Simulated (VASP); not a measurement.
# Gd (Fm-3m) in VASP: notebook

Runs on Gd. Level: PBE. Tasks: single point.

Everything below comes from runs of VASP 6.6.1. Logs are shortened: lines on timing, memory, paths and dates and some standing lists are left out, and cuts for length are marked.

### Step 1. Starting point

Symmetry: Fm-3m, No. 225, cubic system. Conventional cell: a = 5.172 Å, b = 5.172 Å, c = 5.172 Å, α = 90.00°, β = 90.00°, γ = 90.00°. Gd (site symmetry m-3m) is surrounded by 12 Gd at 3.66 Å.

This isn't the form of Gd at room conditions, which is hcp.

### Step 2. Single point, PBE, collinear spin, ferromagnetic start

The input, INCAR:

```
ADDGRID = F
ALGO = Normal
EDIFF = 1E-6
ENCUT = 400
GGA = PE
ISIF = 2
ISMEAR = 0
ISPIN = 2
LASPH = T
LCHARG = F
LMAXMIX = 6
LORBIT = 11
LREAL = F
LWAVE = F
MAGMOM = 7
NBANDS = 19
NELM = 100
PREC = Accurate
SIGMA = 0.15
```

The input, KPOINTS:

```
k-points
0
Gamma
  14 14 14
```

The input, POSCAR:

```
Gd
1.0
    0.0000000000      2.5858190855      2.5858190855
    2.5858190855      0.0000000000      2.5858190855
    2.5858190855      2.5858190855      0.0000000000
Gd
1
Direct
    0.0000000000      0.0000000000      0.0000000000
```

Potentials or basis: VASP PAW PBE potentials, release 64 (Gd).

Run with:

```console
$ cat potpaw_PBE.64/Gd/POTCAR > POTCAR
$ mpirun -np 1 vasp_std > vasp.out
```

OUTCAR:

```text
EDIFF = 1E-6
   ENCUT = 400
   GGA = PE
   ISIF = 2
   ISMEAR = 0
   ISPIN = 2
   LASPH = T
   LORBIT = 11
   LREAL = F
   NELM = 100
   PREC = Accurate

 Found    104 irreducible k-points:

 Following reciprocal coordinates:
            Coordinates               Weight
  0.000000  0.000000  0.000000      1.000000
  0.071429  0.000000  0.000000      8.000000
  0.142857  0.000000  0.000000      8.000000
  0.214286  0.000000  0.000000      8.000000
  0.285714  0.000000  0.000000      8.000000
  0.357143  0.000000  0.000000      8.000000
   k-points           NKPTS =    104   k-points in BZ     NKDIM =    104   number of bands    NBANDS=     19
   number of dos      NEDOS =    301   number of ions     NIONS =      1
   total plane-waves  NPLWV =  13824
   dimension x,y,z NGX =    24 NGY =   24 NGZ =   24
   dimension x,y,z NGXF=    48 NGYF=   48 NGZF=   48
   ions per type =               1
   NGX,Y,Z   is equivalent  to a cutoff of  10.91, 10.91, 10.91 a.u.
   NGXF,Y,Z  is equivalent  to a cutoff of  21.82, 21.82, 21.82 a.u.
 SYSTEM =  unknown system
   PREC   = accura    normal or accurate (medium, high low for compatibility)
   ISTART =      0    job   : 0-new  1-cont  2-samecut
   ICHARG =      2    charge: 1-file 2-atom 10-const
   ISPIN  =      2    spin polarized calculation?
   LNONCOLLINEAR =      F non collinear calculations
   LSORBIT =      F    spin-orbit coupling
   LASPH  =      T    aspherical Exc in radial PAW
   ENCUT  =  400.0 eV  29.40 Ry    5.42 a.u.   5.96  5.96  5.96*2*pi/ulx,y,z
   NELM   =    100;   NELMIN=  2; NELMDL= -5     # of ELM steps
   EDIFF  = 0.1E-05   stopping-criterion for ELM
   LREAL  =      F    real-space projection
   EDIFFG = 0.1E-04   stopping-criterion for IOM
   NSW    =      0    number of steps for IOM
   IBRION =     -1    ionic relax: 0-MD 1-quasi-New 2-CG
   NFREE  =      0    steps in history (QN), initial steepest desc. (CG)
   ISIF   =      2    stress and relaxation
   ISYM   =      2    0-nonsym 1-usesym 2-fastsym
   POTIM  = 0.5000    time-step for ionic-motion
   TEBEG  =    0.0;   TEEND  =   0.0 temperature during run
   PSTRESS=    0.0 pullay stress
   NELECT =      18.0000    total number of electrons
   NUPDOWN=      -1.0000    fix difference up-down
   EMIN   =  10.00;   EMAX   =-10.00  energy-range for DOS
   EFERMI =   0.00;   METHOD = LEGACY
   ISMEAR =     0;   SIGMA  =   0.15  broadening in eV -4-tet -1-fermi 0-gaus
   EFERMI_NEDOS =   21; number of points for ismear=-14 and -15
   IALGO  =     38    algorithm
   IMIX   =      4    mixing-type and parameters
     AMIX     =   0.40;   BMIX     =  1.00
     AMIX_MAG =   1.60;   BMIX_MAG =  1.00
  volume/ion in A,a.u.               =      34.58       233.36
  Fermi-wavevector in a.u.,A,eV,Ry     =   1.316914  2.488607 23.596086  1.734263
  Thomas-Fermi vector in A             =   2.446993
   LORBIT       =     11    0 simple, 1 ext, 2 COOP (PROOUT), +10 PAW based schemes
   GGA     = PE    functional components
   LHFCALC =     F    Hartree Fock is set to
   AEXX    =    0.0000 exact exchange contribution
   IVDW    =     0    specifies the selected vdW correction
   LEPSILON=     F    determine dielectric tensor
   LRPA    =     F    only Hartree local field effects (RPA)
 spin polarized calculation
 Gauss-broadening in eV      SIGMA  =   0.15
  energy-cutoff  :      400.00
  volume of cell :       34.58
 maximum number of plane-waves:       639
   NGX = 11   NGY = 11   NGZ = 11

 number of electron      17.9999994 magnetization       7.5048832

 Free energy of the ion-electron system (eV)
  ---------------------------------------------------
  ext. energy  EPLUGINS =         0.00000000
  ---------------------------------------------------
  free energy    TOTEN  =       -11.64452034 eV

  energy without entropy =      -11.61466734  energy(sigma->0) =      -11.62959384

 E-fermi :   2.8240     XC(G=0):  -9.7845

 val. band max:        2.8209240816   @ k =   0.2857   0.2143   0.0714
 cond. band min:       2.8360276656   @ k =   0.2857   0.1429   0.0000
 fundamental gap:      0.0151035840
 Fermi energy:         2.8240337691

 spin component 1

 k-point     1 :       0.0000    0.0000    0.0000
  band No.  band energies     occupation
      1     -42.5337      1.00000
      2     -19.6067      1.00000
      3     -19.6067      1.00000
      4     -19.6067      1.00000
      5      -2.2086      1.00000
      6      -2.1159      1.00000
[... 11 lines left out ...]
     18      11.5970      0.00000
     19      14.9058      0.00000

 k-point     2 :       0.0714    0.0000    0.0000
  band No.  band energies     occupation
      1     -42.5312      1.00000
      2     -19.6385      1.00000
      3     -19.6109      1.00000
      4     -19.6109      1.00000
      5      -2.1124      1.00000
      6      -2.0799      1.00000
[... 11 lines left out ...]
     18      11.8851      0.00000
     19      14.2262      0.00000

 k-point     3 :       0.1429    0.0000    0.0000
  band No.  band energies     occupation
      1     -42.5241      1.00000
      2     -19.7260      1.00000
      3     -19.6222      1.00000
      4     -19.6222      1.00000
      5      -2.1027      1.00000
      6      -2.0582      1.00000
[... 11 lines left out ...]
     18      12.5177      0.00000
     19      13.3528      0.00000

 k-point     4 :       0.2143    0.0000    0.0000
  band No.  band energies     occupation
      1     -42.5139      1.00000
      2     -19.8499      1.00000
      3     -19.6385      1.00000
      4     -19.6385      1.00000
      5      -2.0922      1.00000
      6      -2.0570      1.00000
[... 11 lines left out ...]
     18      12.0769      0.00000
     19      13.8731      0.00000

 k-point     5 :       0.2857    0.0000    0.0000
  band No.  band energies     occupation
      1     -42.5026      1.00000
      2     -19.9835      1.00000
      3     -19.6563      1.00000
      4     -19.6563      1.00000
      5      -2.0900      1.00000
      6      -2.0431      1.00000
[... 11 lines left out ...]
     18      11.3597      0.00000
     19      14.0217      0.00000

 k-point     6 :       0.3571    0.0000    0.0000
  band No.  band energies     occupation
      1     -42.4923      1.00000
      2     -20.1009      1.00000
      3     -19.6723      1.00000
      4     -19.6723      1.00000
      5      -2.0941      1.00000
      6      -2.0560      1.00000
[... 11 lines left out ...]
     18      10.7997      0.00000
     19      12.8536      0.00000

 [... further k-points ...]

 spin component 2

 k-point     1 :       0.0000    0.0000    0.0000
  band No.  band energies     occupation
      1     -39.3312      1.00000
      2     -17.2424      1.00000
      3     -17.2424      1.00000
      4     -17.2424      1.00000
      5      -1.4156      1.00000
      6       3.0726      0.00955
[... 11 lines left out ...]
     18      12.7148      0.00000
     19      15.6320      0.00000

 k-point     2 :       0.0714    0.0000    0.0000
  band No.  band energies     occupation
      1     -39.3280      1.00000
      2     -17.2823      1.00000
      3     -17.2475      1.00000
      4     -17.2475      1.00000
      5      -1.2780      1.00000
      6       3.0657      0.01134
[... 11 lines left out ...]
     18      12.9987      0.00000
     19      14.9191      0.00000

 k-point     3 :       0.1429    0.0000    0.0000
  band No.  band energies     occupation
      1     -39.3191      1.00000
      2     -17.3909      1.00000
      3     -17.2611      1.00000
      4     -17.2611      1.00000
      5      -0.8852      1.00000
      6       3.0485      0.01716
[... 11 lines left out ...]
     18      13.4957      0.00000
     19      14.2030      0.00000

 k-point     4 :       0.2143    0.0000    0.0000
  band No.  band energies     occupation
      1     -39.3061      1.00000
      2     -17.5441      1.00000
      3     -17.2806      1.00000
      4     -17.2806      1.00000
      5      -0.3035      1.00000
      6       3.0343      0.02374
[... 11 lines left out ...]
     18      12.8481      0.00000
     19      15.0424      0.00000

 k-point     5 :       0.2857    0.0000    0.0000
  band No.  band energies     occupation
      1     -39.2916      1.00000
      2     -17.7079      1.00000
      3     -17.3016      1.00000
      4     -17.3016      1.00000
      5       0.3456      1.00000
      6       3.0558      0.01444
[... 11 lines left out ...]
     18      12.1856      0.00000
     19      15.3615      0.00000

 k-point     6 :       0.3571    0.0000    0.0000
  band No.  band energies     occupation
      1     -39.2785      1.00000
      2     -17.8510      1.00000
      3     -17.3208      1.00000
      4     -17.3208      1.00000
      5       0.8841      1.00000
      6       3.1252      0.00226
[... 11 lines left out ...]
     18      11.7402      0.00000
     19      14.1253      0.00000

 [... further k-points ...]
[... 5 lines left out ...]
  --------------------------------------------------------------------------------------
  -------------------------------------------------------------------------------------
  Total       -0.4815591     -0.4815591     -0.4815591     -0.0000000      0.0000000      0.0000000
  in kB      -22.3118616    -22.3118616    -22.3118616     -0.0000000      0.0000000      0.0000000
  external PRESSURE =     -22.3118616 kB  Pullay stress =       0.0000000 kB

 VOLUME and BASIS-vectors are now :
 -----------------------------------------------------------------------------
  energy-cutoff  :      400.00
  volume of cell :       34.58
      direct lattice vectors                 reciprocal lattice vectors
     0.000000000  2.585819085  2.585819085    -0.193362329  0.193362329  0.193362329
     2.585819085  0.000000000  2.585819085     0.193362329 -0.193362329  0.193362329
     2.585819085  2.585819085  0.000000000     0.193362329  0.193362329 -0.193362329

 POSITION                                       TOTAL-FORCE (eV/Angst)
 -----------------------------------------------------------------------------------
      0.00000      0.00000      0.00000        -0.000000      0.000000     -0.000000
 -----------------------------------------------------------------------------------
    total drift:                                0.000000      0.000000     -0.000000

  FREE ENERGIE OF THE ION-ELECTRON SYSTEM (eV)
  ---------------------------------------------------
  free  energy   TOTEN  =       -11.6445203358 eV

  energy  without entropy=      -11.6146673376  energy(sigma->0) =      -11.62959384

 total charge

# of ion       s       p       d       f       tot
--------------------------------------------------
    1        2.071   5.556   0.554   6.999  15.180

 magnetization (x)

# of ion       s       p       d       f       tot
--------------------------------------------------
    1        0.001  -0.057   0.188   6.805   6.937
```

Wall time 2.5 min (1 thread of Intel Xeon Platinum 8259CL at 2.50GHz (Skylake/Cascade Lake), shared host); peak memory 0.21 GiB.

The run converged, but some of its settings lie outside the range that counts as converged, so its numbers aren't taken as properties of the crystal.

What came out:

| Quantity | Value |
| --- | --- |
| Free energy | -11.6445 eV |
| Pressure | -2.2 GPa |
| Band gap on the k mesh | none (metal or under the smearing width) |
| Net moment | 7.50 μB per cell |
| Site moments | Gd +6.94 μB |
| Valence electrons inside the program's atomic spheres | Gd 15.18 |

Caveat: the cutoff is under 1.25 times the usual one of these potentials, so pressure, stress and relaxed cells hold a basis-set (Pulay) error; spin-orbit coupling is left out, which moves the levels of the heavy elements.

### Step 3. Single point, PBE, collinear spin, ferromagnetic start

INCAR, as its differences from that of step 2:

```diff
@@ -3,3 +3,3 @@
 EDIFF = 1E-6
-ENCUT = 400
+ENCUT = 600
 GGA = PE
```

The input, KPOINTS:

```
k-points
0
Gamma
  12 12 12
```

POSCAR is that of step 2.

Potentials or basis: VASP PAW PBE potentials, release 64 (Gd).

Run with:

```console
$ cat potpaw_PBE.64/Gd/POTCAR > POTCAR
$ mpirun -np 1 vasp_std > vasp.out
```

OUTCAR:

```text
EDIFF = 1E-6
   ENCUT = 600
   GGA = PE
   ISIF = 2
   ISMEAR = 0
   ISPIN = 2
   LASPH = T
   LORBIT = 11
   LREAL = F
   NELM = 100
   PREC = Accurate

 Found     72 irreducible k-points:

 Following reciprocal coordinates:
            Coordinates               Weight
  0.000000  0.000000  0.000000      1.000000
  0.083333  0.000000  0.000000      8.000000
  0.166667  0.000000  0.000000      8.000000
  0.250000  0.000000  0.000000      8.000000
  0.333333  0.000000  0.000000      8.000000
  0.416667  0.000000  0.000000      8.000000
   k-points           NKPTS =     72   k-points in BZ     NKDIM =     72   number of bands    NBANDS=     19
[... 352 lines left out ...]
  Total       -0.3559171     -0.3559171     -0.3559171     -0.0000000     -0.0000000      0.0000000
  in kB      -16.4905449    -16.4905449    -16.4905449     -0.0000000     -0.0000000      0.0000000
  external PRESSURE =     -16.4905449 kB  Pullay stress =       0.0000000 kB

 VOLUME and BASIS-vectors are now :
 -----------------------------------------------------------------------------
  energy-cutoff  :      600.00
  volume of cell :       34.58
      direct lattice vectors                 reciprocal lattice vectors
     0.000000000  2.585819085  2.585819085    -0.193362329  0.193362329  0.193362329
     2.585819085  0.000000000  2.585819085     0.193362329 -0.193362329  0.193362329
     2.585819085  2.585819085  0.000000000     0.193362329  0.193362329 -0.193362329

 POSITION                                       TOTAL-FORCE (eV/Angst)
 -----------------------------------------------------------------------------------
      0.00000      0.00000      0.00000        -0.000000      0.000000     -0.000000
 -----------------------------------------------------------------------------------
    total drift:                               -0.000000     -0.000000      0.000000

  FREE ENERGIE OF THE ION-ELECTRON SYSTEM (eV)
  ---------------------------------------------------
  free  energy   TOTEN  =       -11.6667780536 eV

  energy  without entropy=      -11.6366498762  energy(sigma->0) =      -11.65171396

 total charge

# of ion       s       p       d       f       tot
--------------------------------------------------
    1        2.071   5.563   0.556   6.995  15.185

 magnetization (x)

# of ion       s       p       d       f       tot
--------------------------------------------------
    1        0.002  -0.058   0.189   6.808   6.940
```

OSZICAR:

```text
N       E                     dE             d eps       ncg     rms          rms(c)
DAV:   1     0.106297341229E+03    0.10630E+03   -0.70158E+03  7102   0.534E+03
DAV:   2     0.766631740803E+01   -0.98631E+02   -0.85548E+02  6951   0.338E+02
[... 17 lines left out ...]
DAV:  20    -0.116667949015E+02   -0.10291E-04   -0.10332E-04  9743   0.955E-02    0.530E-01
DAV:  21    -0.116668276482E+02   -0.32747E-04   -0.20266E-05  8282   0.991E-02    0.461E-01
DAV:  22    -0.116667651526E+02    0.62496E-04   -0.12829E-04  6695   0.271E-01    0.332E-01
DAV:  23    -0.116667749877E+02   -0.98351E-05   -0.31373E-05  9814   0.833E-02    0.133E-01
DAV:  24    -0.116667773676E+02   -0.23799E-05   -0.50728E-06  8094   0.266E-02    0.158E-01
DAV:  25    -0.116667780536E+02   -0.68601E-06   -0.13313E-06  5878   0.298E-02
   1 F= -.11666778E+02 E0= -.11651714E+02  d E =-.301282E-01  mag=     7.5089
```

stdout:

```text
POSCAR found type information on POSCAR Gd
 POSCAR found :  1 types and       1 ions
 scaLAPACK will be used
 LDA part: xc-table for (Slater+PW92), standard interpolation
 POSCAR, INCAR and KPOINTS ok, starting setup
 FFT: planning ... GRIDC
 FFT: planning ... GRID_SOFT
 FFT: planning ... GRID
 WAVECAR not read
 entering main loop
```

Wall time 5 min (1 thread of Intel Xeon Platinum 8259CL at 2.50GHz (Skylake/Cascade Lake), shared host); peak memory 0.26 GiB.

The run converged, but some of its settings lie outside the range that counts as converged, so its numbers aren't taken as properties of the crystal.

Results:

- Free energy: -11.6668 eV
- Pressure: -1.6 GPa
- Band gap on the k mesh: none (metal or under the smearing width)
- Net moment: 7.51 μB per cell
- Site moments: Gd +6.94 μB
- Valence electrons inside the program's atomic spheres: Gd 15.19

Caveat: spin-orbit coupling is left out, which moves the levels of the heavy elements.

[end of part 1 of 2]
